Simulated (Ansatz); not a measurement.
Set up this calculation in Ansatz 0.2.0, as the native input.

```yaml
Task: relaxation of cell and atoms
Functional: r2SCAN
Potentials_or_basis: Ansatz PAW
Cutoff: "500 eV (not typed: the program's choice for these potentials)"
k_mesh: 8 × 8 × 2
Occupations: fermi-dirac, width 0.05 eV
Spin: no spin polarisation
```

Crystal: Ge.

```xyz
8
Lattice="4.0031 0.0000 0.0000 -2.0016 3.4668 0.0000 0.0000 0.0000 13.1567" Properties=species:S:1:pos:R:3 pbc="T T T"
Ge    0.0000    2.3112    2.0517
Ge    2.0016    1.1556   11.1050
Ge    2.0016    1.1556    8.6300
Ge    0.0000    2.3112    4.5267
Ge    0.0000    0.0000    1.2255
Ge    0.0000    0.0000   11.9312
Ge    0.0000    0.0000    7.8039
Ge    0.0000    0.0000    5.3528
```

This isn't the form of Ge at room conditions, which is diamond.

One way to write it, as run:

input.yaml

```yaml
crystal:
  lattice:
    - [4.0031158814, 0.0, 0.0]
    - [-2.0015579407, 3.4668000476, 0.0]
    - [0.0, 0.0, 13.15670686]
  atoms:
    - { symbol: Ge, position: [0.3333333333, 0.6666666667, 0.15594157] }
    - { symbol: Ge, position: [0.6666666667, 0.3333333333, 0.84405843] }
    - { symbol: Ge, position: [0.6666666667, 0.3333333333, 0.65594157] }
    - { symbol: Ge, position: [0.3333333333, 0.6666666667, 0.34405843] }
    - { symbol: Ge, position: [0.0, 0.0, 0.09314884] }
    - { symbol: Ge, position: [0.0, 0.0, 0.90685116] }
    - { symbol: Ge, position: [0.0, 0.0, 0.59314884] }
    - { symbol: Ge, position: [0.0, 0.0, 0.40685116] }
hamiltonian:
  xc: r2scan
  pseudopotentials: { kind: paw }
kpoints:
  mp_grid: { grid: [8, 8, 2] }
scf:
  occupations: { method: fermi_dirac, width: 0.05 }
output:
  forces: true
  stress: true
  eigenvalues: true
  write_density: true
  write_potential: true
  elf: true
  volumetric_format: npy
relax:
  f_tol: 0.01
  max_steps: 40
  cell: { stress_tol: 0.05 }
```

Potentials or basis: Ansatz PAW.

The run is started by

```sh
$ ansatz run input.yaml --threads 4 --pin off --max-ram 11264MiB --backend cpu --events-out ev --progress --plain --runs-dir out
```

It gave:

* Relaxed volume: 22.81 Å³/atom
* Relaxed cell: a = 4.004 Å, b = 4.004 Å, c = 13.145 Å, α = 90.00°, β = 90.00°, γ = 120.00°
* Space group after relaxing (to 0.05 Å): P6_3/mmc (No. 194)
* Energy gained by relaxing: 0.0 meV/atom
* Ionic steps: 4
* Pressure after relaxing: 0.0 GPa
* Band gap on the k mesh: 0.27 eV, direct

Caveat: the plane-wave basis is chosen anew once the cell has moved, so the energies of steps on either side of that aren't comparable; the PAW data sets come from PBE, with cores solved anew for the run's functional, which leaves a small shift of forces and pressure.

Run time: 18 s on 4 threads of Intel(R) Xeon(R) 6975P-C (Granite Rapids), on a shared host, peak memory 1.1 GiB.
